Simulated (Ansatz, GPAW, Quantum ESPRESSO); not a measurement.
**HfC: programs and potentials compared**

```
Hf C
1.0
     3.34287    0.00000    0.00000
    -1.67143    2.89501    0.00000
     0.00000    0.00000    5.20271
Hf C
2 2
Cartesian
  0.0184 1.9297 1.3330
  1.6896 0.9914 3.8974
  0.0211 0.0196 2.5995
  0.0130 -0.0151 0.0159
```

The cell comes from a database or a generator and needn't be the stable form of this composition.

Atoms were shifted at random by some hundredths of an Å from the given cell, which wasn't relaxed again for these runs.

Alike in all runs: task single point; functional PBEsol; k mesh 9 × 9 × 5; occupations fermi-dirac, width 0.05 eV; no spin polarisation; no spin-orbit coupling. Pressure is positive in compression and, in plane waves, holds the error of the finite cutoff.

| program and potentials | plane-wave cutoff (eV) | notes | pressure (GPa) | largest force (eV/Å) | energy over the undisturbed cell (meV/atom) |
| --- | --- | --- | --- | --- | --- |
| GPAW, PAW data sets generated for this functional | 800 | - | -6.15 | 0.654 | 4.89 |
| Quantum ESPRESSO, GBRV 1.5 PBEsol | 612 | - | -7.08 | 0.648 | 4.82 |
| Ansatz, all-electron LAPW, scalar-relativistic | - | - | -7.17 | 0.642 | - |

Force on atom 2 (Hf), eV/Å:

```
                           program and potentials       x       y      z
GPAW, PAW data sets generated for this functional  -0.014  -0.364  0.544
                Quantum ESPRESSO, GBRV 1.5 PBEsol  -0.013  -0.357  0.541
   Ansatz, all-electron LAPW, scalar-relativistic  -0.013  -0.352  0.536
```

The pressure spans -7.17 (Ansatz, all-electron LAPW, scalar-relativistic) to -6.15 GPa (GPAW, PAW data sets generated for this functional), with all-electron results at -7.17.

Differences between rows come from potentials, basis sets and numerical settings, since the functional is the same but for its coding. Runs on potential files found faulty are left out.
